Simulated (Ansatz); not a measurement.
Crystal: Sn.

```xyz
1
Lattice="-1.8947 1.8947 1.8947 1.8947 -1.8947 1.8947 1.8947 1.8947 -1.8947" Properties=species:S:1:pos:R:3 pbc="T T T"
Sn    0.0000    0.0000    0.0000
```

This isn't the form of Sn at room conditions, which is tetragonal (white tin).

| Item | Value |
| --- | --- |
| Program | Ansatz 0.2.0 |
| Task | relaxation of cell and atoms |
| Functional | HSE03 |
| Potentials or basis | Ansatz PAW |
| Cutoff | 420 eV (not typed: the program's choice for these potentials) |
| k mesh | 5 × 5 × 5 |
| Occupations | fermi-dirac, width 0.05 eV |
| Spin | no spin polarisation |

At the start: volume 27.20 Å³/atom.

Problem. How do energy, volume and symmetry change on relaxing?

Solution. It ends after 4 steps and the volume is 29.66 Å³/atom (+9.0 %); space group Im-3m (No. 229, to 0.05 Å).

The path:
| step | energy change (eV) | largest force (eV/Å) | volume (Å³) |
| --- | --- | --- | --- |
| 1 | 0.0000 | 0.0000 | 27.20 |
| 2 | -0.0141 | 0.0000 | 28.43 |
| 3 | -0.0205 | 0.0000 | 29.66 |
| 4 | -0.0210 | 0.0000 | 29.66 |

Final structure:
```cif
data_structure
_symmetry_space_group_name_H-M 'P 1'
_symmetry_Int_Tables_number 1
_cell_length_a 3.3773
_cell_length_b 3.3773
_cell_length_c 3.3773
_cell_angle_alpha 109.471
_cell_angle_beta 109.471
_cell_angle_gamma 109.471
_cell_volume 29.66
loop_
_atom_site_label
_atom_site_type_symbol
_atom_site_fract_x
_atom_site_fract_y
_atom_site_fract_z
_atom_site_occupancy
Sn1 Sn 0.00000 0.00000 0.00000 1
```

Caveat: the k mesh is coarse (spacing up to 0.47 Å⁻¹), so the values aren't converged, least of all with exact exchange; the plane-wave basis is chosen anew once the cell has moved, so the energies of steps on either side of that aren't comparable; the PAW data sets come from PBE, with cores solved anew for the run's functional, which leaves a small shift of forces and pressure.
